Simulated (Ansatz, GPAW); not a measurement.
# SiO₂ with GLLB-SC from a Python script

These are simulated results from GPAW 26.7.0, not measurements. The cell began as a measured structure and was relaxed with r2SCAN in plane waves (Ansatz 0.2.0). All runs are without spin polarisation.

The symmetry is I-42d (No. 122, tetragonal); conventional cell a = 4.944 Å, c = 7.316 Å, 14.90 Å³ an atom. Si is surrounded by 4 O at 1.61 Å; O is surrounded by 2 Si at 1.61 Å.

GLLB-SC is a model potential. Its fundamental gap is the Kohn-Sham gap plus a derivative discontinuity, which the script evaluates at the band edges among the listed k points. Its total energy isn't variational and serves nothing here.

run.py reads:

```python
import json
from ase import Atoms
from gpaw import GPAW, PW, FermiDirac

atoms = Atoms(['Si', 'Si', 'O', 'O', 'O', 'O'],
              cell=[[-2.47196298, 2.47196298, 3.65784371], [2.47196298, -2.47196298, 3.65784371], [2.47196298, 2.47196298, -3.65784371]],
              scaled_positions=[[0.0, 0.0, 0.0], [0.75, 0.25, 0.5], [0.973362272, 0.625, 0.848362272], [0.375, 0.223362272, 0.348362272], [0.776637728, 0.125, 0.151637728], [0.875, 0.026637728, 0.651637728]],
              pbc=True)
calc = GPAW(mode=PW(400), xc='GLLBSC', kpts={'size': (6, 6, 6), 'gamma': True},
            occupations=FermiDirac(0.02), maxiter=100, legacy_gpaw=True, txt='gpaw.txt')
atoms.calc = calc
res = {'energy': atoms.get_potential_energy(force_consistent=True)}
res['electrons'] = calc.get_number_of_electrons()
res['k'] = calc.get_ibz_k_points().tolist()
res['levels'] = [calc.get_eigenvalues(kpt=i).tolist() for i in range(len(res['k']))]
points = [[0.0, 0.0, 0.0], [0.0, 0.0, 0.5], [0.25, 0.25, 0.25], [0.0, 0.5, 0.0], [0.5, 0.5, -0.5], [0.364176, 0.635824, -0.364176], [-0.364176, 0.364176, 0.364176], [-0.228351, 0.228351, 0.5], [0.5, 0.5, -0.228351]]
bands = calc.fixed_density(kpts=points, symmetry='off', nbands=round(res['electrons']) // 2 + 6, convergence={'bands': -2}, txt='bands.txt')
res['points'] = [bands.get_eigenvalues(kpt=i).tolist() for i in range(len(points))]
homo, lumo = bands.get_homo_lumo()
potential = calc.hamiltonian.xc.response.calculate_discontinuity_potential(homo, lumo)
res['discontinuity'] = bands.hamiltonian.xc.response.calculate_discontinuity(potential)
json.dump(res, open('results.json', 'w'))
print('free energy (eV):', round(res['energy'], 5))
```

Command: `python run.py`. It took 20 s on 1 thread of AMD EPYC 9R45 96-Core Processor (Zen 5) (shared host), peak memory 0.21 GiB.

The log gpaw.txt, trimmed of paths, versions and times, then the last line on the terminal. An iter line gives the energy in eV and the logarithms of the changes of orbitals (plane waves alone) and density (c: converged):

```
___ ___ ___ _ _ _
 |   |   |_  | | | |

 | | | | | . | | | |

 |__ |  _|___|_____|  26.7.0
 |___|_|

Input parameters:
  kpts: {gamma: True,
         size: (6, 6, 6)}
  maxiter: 100
  mode: {ecut: 400.0,
         name: pw}
  occupations: {fixmagmom: False,
                name: fermi-dirac,
                width: 0.02}
  xc: GLLBSC

System changes: positions, numbers, cell, pbc, initial_charges, initial_magmoms

Initialize ...

species:
  Si:
    name:    Silicon
    Z:       14.0
    valence: 4
    core:    10
    charge:  0.0  # [|e|]
    compensation charges:
      type: gauss
      rc: 0.33  # [Å]
      lmax: 2
    cutoffs:
      filter: 1.86  # [Å]
      core: 2.06  # [Å]
    projectors
    | kind |    occ | energy [eV] | rcut [Å] |

    |------|--------|-------------|----------|

    |   3s |  2.000 |     -12.033 |    1.058 |

    |   3p |  2.000 |      -5.571 |    1.058 |

    |    s |        |      15.179 |    1.058 |

    |    p |        |      21.640 |    1.058 |

    |    d |        |       0.000 |    1.058 |

    Using partial waves for Si as LCAO basis

  O:
    name:    Oxygen
    Z:       8.0
    valence: 6
    core:    2
    charge:  0.0  # [|e|]
    compensation charges:
      type: gauss
      rc: 0.21  # [Å]
      lmax: 2
    cutoffs:
      filter: 1.17  # [Å]
      core: 0.83  # [Å]
    projectors
    | kind |    occ | energy [eV] | rcut [Å] |

    |------|--------|-------------|----------|

    |   2s |  2.000 |     -28.986 |    0.688 |

    |   2p |  4.000 |     -13.358 |    0.598 |

    |    s |        |      -1.774 |    0.688 |

    |    p |        |      13.853 |    0.598 |

    |    d |        |       0.000 |    0.619 |

    Using partial waves for O as LCAO basis

Reference energy: -23877.040150  # eV

Spin-paired calculation

Convergence criteria:
 Maximum [total energy] change in last 3 cyles: 0.0005 eV / valence electron
 Maximum integral of absolute [dens]ity change: 0.0001 electrons / valence electron
 Maximum integral of absolute [eigenst]ate change: 4e-08 eV^2 / valence electron
 Maximum number of scf [iter]ations: 100
 (Square brackets indicate name in SCF output, whereas a 'c' in
 the SCF output indicates the quantity has converged.)

Symmetries present (total): 4

  ( 1  0  0)  ( 0  1  0)  ( 0  0  1)  (-1 -1 -1)
  ( 0  1  0)  ( 1  0  0)  (-1 -1 -1)  ( 0  0  1)
  ( 0  0  1)  (-1 -1 -1)  ( 0  1  0)  ( 1  0  0)

216 k-points: 6 x 6 x 6 Monkhorst-Pack grid + [1/12,1/12,1/12]
36 k-points in the irreducible part of the Brillouin zone
       k-points in crystal coordinates                weights
   0:     0.00000000    0.00000000    0.00000000          1/216
   1:     0.16666667   -0.16666667    0.00000000          4/216
   2:     0.16666667   -0.16666667    0.16666667          4/216
   3:     0.16666667    0.00000000    0.00000000          8/216
   4:     0.16666667    0.16666667   -0.16666667          2/216
   5:     0.33333333   -0.33333333   -0.16666667          4/216
   6:     0.33333333   -0.33333333    0.00000000          4/216
   7:     0.33333333   -0.33333333    0.16666667          4/216
   8:     0.33333333   -0.33333333    0.33333333          4/216
   9:     0.33333333   -0.16666667   -0.16666667          8/216
          ...
  35:     0.50000000    0.50000000    0.50000000          1/216

Wave functions: Plane wave expansion
  Cutoff energy: 400.000 eV
  Number of coefficients (min, max): 1583, 1644
  Pulay-stress correction: 0.000000 eV/Ang^3 (de/decut=0.000000)
  Using FFTW library
  ScaLapack parameters: grid=1x1, blocksize=None
  Wavefunction extrapolation:
    Improved wavefunction reuse through dual PAW basis

Occupation numbers: Fermi-Dirac:
  width: 0.0200  # eV

Eigensolver
   Davidson(niter=2)

Densities:
  Coarse grid: 24*24*24 grid
  Fine grid: 48*48*48 grid
  Total Charge: 0.000000

Density mixing:
  Method: separate
  Backend: msr1
  Linear mixing parameter: 0.05
  old densities: 10
  Width of damping distribution: 1.1
  Damping of long wavelength oscillations: 20

Hamiltonian:
  XC and Coulomb potentials evaluated on a 48*48*48 grid
  Using the GLLBSC Exchange-Correlation functional
  External potential:
    NoExternalPotential

XC parameters: GLLBSC functional being used consists of
  -----------------------------------------------------------------------
  | Weight | Module     | Description                                   |

  -----------------------------------------------------------------------
  |  1.000 | SCREENING  | GGA_X_PBE_SOL with 2 nearest neighbor stencil |

  |  1.000 | RESPONSE   | eps=0.0500 eV                                 |

  |  1.000 | XC         | GGA_C_PBE_SOL with 2 nearest neighbor stencil |

  -----------------------------------------------------------------------

Memory estimate:
  Process memory now: 117.38 MiB
  Calculator: 42.28 MiB
    Density: 7.01 MiB
      Arrays: 2.74 MiB
      Localized functions: 2.16 MiB
      Mixer: 2.11 MiB
    Hamiltonian: 1.85 MiB
      Arrays: 1.79 MiB
      XC: 0.00 MiB
      Poisson: 0.00 MiB
      vbar: 0.05 MiB
    Wavefunctions: 33.42 MiB
      Arrays psit_nG: 21.67 MiB
      Eigensolver: 0.82 MiB
      Projections: 1.03 MiB
      Projectors: 8.47 MiB
      PW-descriptor: 1.43 MiB

Total number of cores used: 1

Number of atoms: 6
Number of atomic orbitals: 24
Number of bands in calculation: 24
Number of valence electrons: 32
Bands to converge: occupied

... initialized

Initializing position-dependent things.

Density initialized from atomic densities
Creating initial wave functions:
  24 bands from LCAO basis set
Positions:
   0 Si     0.000000    0.000000    0.000000    ( 0.0000,  0.0000,  0.0000)
   1 Si     0.000000    2.471963    1.828922    ( 0.0000,  0.0000,  0.0000)
   2 O      1.235981    2.958259    2.743383    ( 0.0000,  0.0000,  0.0000)
   3 O      0.486296    1.235981    0.914461    ( 0.0000,  0.0000,  0.0000)
   4 O     -1.235981    1.985667    2.743383    ( 0.0000,  0.0000,  0.0000)
   5 O     -0.486296    3.707944    0.914461    ( 0.0000,  0.0000,  0.0000)

Unit cell:
           periodic     x           y           z      points  spacing
  1. axis:    yes   -2.471963    2.471963    3.657844    24     0.1707
  2. axis:    yes    2.471963   -2.471963    3.657844    24     0.1707
  3. axis:    yes    2.471963    2.471963   -3.657844    24     0.1457

  Lengths:   5.059745   5.059745   5.059745
  Angles:  121.508723 121.508723  87.406094

Effective grid spacing dv^(1/3) = 0.1863

iter:   1   -52.833051
iter:   2   -52.659715   -1.89  -0.69
iter:   3   -41.076583   -0.28  -0.72
iter:   4   -41.591984   -1.25  -0.95
iter:   5   -42.419958   -1.21  -1.33
iter:   6   -41.085445   -2.19  -1.39
iter:   7   -40.900178   -2.93  -2.05
iter:   8   -40.870834   -3.65  -2.59
iter:   9   -40.879123   -5.28  -2.92
iter:  10   -40.910807   -5.06  -3.00
iter:  11   -40.905082   -6.71  -3.91
iter:  12   -40.903811c  -7.44c -4.53c

Converged after 12 iterations.

Energy contributions relative to reference atoms: (reference = -23877.040150)

Kinetic:        +36.581294
Potential:      -21.580505
External:        +0.000000
XC:             -55.288501
Entropy (-ST):   -0.000000
Local:           -0.616099
SIC:             +0.000000
--------------------------
Free energy:    -40.903811
Extrapolated:   -40.903811

GLLBSC response reference energy: -3.13917 eV (from HOMO)

Showing only first 2 kpts
 Kpt  Band  Eigenvalues  Occupancy
  0    14     -3.13908    2.00000
  0    15     -3.13822    2.00000
  0    16      4.07767    0.00000
  0    17      7.24463    0.00000

  1    14     -3.23410    2.00000
  1    15     -3.19458    2.00000
  1    16      4.63549    0.00000
  1    17      7.58024    0.00000

Fermi level: 1.87500

Gap: 7.216 eV
Transition (v -> c):
  (s=0, k=0, n=15, [0.00, 0.00, 0.00]) -> (s=0, k=0, n=16, [0.00, 0.00, 0.00])
No difference between direct/indirect transitions

free energy (eV): -40.90381
```

The gap in the log is over the mesh alone; results.json adds the listed points. GLLB-SC gives a gap of 10.12 eV (7.216 eV Kohn-Sham over the listed points plus 2.904 eV discontinuity). On the same cell, plane-wave PBE (Ansatz, 8×8×8 k points and the special points) gives a gap of 5.94 eV and r2SCAN a gap of 6.56 eV; on shared hosts these took about 4.2 and 11 core-seconds on the 6-atom cell, against 20 for the script. Semilocal gaps usually lie below measured ones.
